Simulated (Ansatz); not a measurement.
The system is BaTiO3.

```
CELL_PARAMETERS angstrom
-2.82767 -1.63255 -2.31773
2.82767 -4.89766 0.00000
-2.82767 -1.63255 4.63546
ATOMIC_POSITIONS crystal
Ba 0.01575 0.99511 0.97326
Ba 0.98425 0.50489 0.52674
Ti 0.50386 0.98954 0.50362
Ti 0.46814 0.51046 0.02438
O 0.53055 0.23162 0.73316
O 0.48625 0.75828 0.23994
O 0.47922 0.75734 0.73348
O 0.53758 0.25276 0.23962
O 0.99089 0.02893 0.47950
O 0.04611 0.47107 0.00370
```

Base run:

```yaml
Program: Ansatz 0.2.0
Functional: PBEsol
Potentials_or_basis: Ansatz PAW
Cutoff: "420 eV (not typed: the program's choice for these potentials)"
k_mesh: 7 × 5 × 5
Occupations: fermi-dirac, width 0.05 eV
Spin: no spin polarisation
Hubbard_terms: Ti d U = 1 eV
```

Its results: band gap on the k mesh 2.33 eV, indirect (least direct gap 2.39 eV); pressure 2.6 GPa; largest force 3.202 eV/Å.

Problem. The run is repeated on the same cell with these changes: functional from PBEsol to PBE; cutoff from 420 eV (not typed: the program's choice for these potentials) to 350 eV; hubbard terms from Ti d U = 1 eV to none; hubbard projectors from ortho-atomic (the default) to none. What comes out?

Solution. Band gap on the k mesh 2.28 eV, indirect (least direct gap 2.35 eV); pressure 8.5 GPa; largest force 3.222 eV/Å.

Several settings changed at once, so the effect can't be laid on one alone.

Caveats: spin-orbit coupling is left out, which moves the levels of the heavy elements; forces of over 1 eV/Å show positions far from the minimum, so gaps and moduli don't describe the material at rest; the PAW data sets come from PBE, with cores solved anew for the run's functional, which leaves a small shift of forces and pressure (some runs); odd divisions of the mesh miss points on the zone boundary, where band edges often lie, so the gap on the mesh can be too wide (some runs); the pressure holds a Pulay correction of +6.1 GPa for the finite cutoff (some runs); the cutoff lies under the one recommended for these potentials (some runs).

A k mesh can miss the band edges.
